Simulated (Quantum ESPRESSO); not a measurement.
CrCuO2 under changes of volume

One of the cells (10.911 Å³/atom); the others are scaled copies at fixed shape and fractional positions:

```
Cu Cr O
1.0
     1.48670    0.85835    5.70000
    -1.48670    0.85835    5.70000
     0.00000   -1.71669    5.70000
Cu Cr O
1 1 2
Cartesian
  0.0000 0.0000 0.0000
  0.0000 0.0000 8.5500
  0.0000 0.0000 15.2546
  0.0000 0.0000 1.8454
```

* Program: Quantum ESPRESSO 7.5
* Functional: LDA
* Potentials or basis: GBRV 1.5 LDA
* Cutoff: 762 eV
* Density cutoff: 6095 eV
* k mesh: 7 × 7 × 7
* Occupations: fermi-dirac, width 0.05 eV
* Spin: collinear spin, ferromagnetic start
* Starting moments: [0.6, 3.0, 0.0, 0.0] μB

```csv
volume (Å³/atom),energy over the lowest point (meV/atom),pressure (GPa),gap on the mesh (eV)
10.256,1.10,2.8,0.61
10.474,0.00,-1.7,0.68
10.692,?,?,?
10.911,14.69,-9.4,0.81
11.129,29.28,-12.6,0.87
11.347,48.00,-15.4,0.84
11.565,70.40,-18.0,0.81
```

Task: What does the run at 10.692 Å³/atom give?

Result: Energy over the lowest point 4.73 meV/atom; pressure -5.8 GPa; gap on the mesh 0.75 eV.

Worked out: A Birch-Murnaghan fit of order 3 (a polynomial in V^(-2/3)) to the other rows has its minimum at 10.40 Å³/atom with B0 = V·E''(V) = 212 GPa and B' = 4.5 at fixed shape and positions, which overstates the stiffness. It gives 4.72 meV/atom at 10.692 Å³/atom, against the run's 4.73, and -dE/dV = -5.5 GPa, against -5.8. A parabola through the other rows of the gap, of slope 2.97 eV per unit of ln V there, gives 0.77 eV, against the run's 0.75. The fit is too stiff a form for this range.

Energies are extrapolated to zero smearing.

Caveats: an odd mesh through Γ misses points on the zone boundary, where band edges often lie; only a ferromagnetic start was run, and an antiferromagnetic order may lie lower in energy.
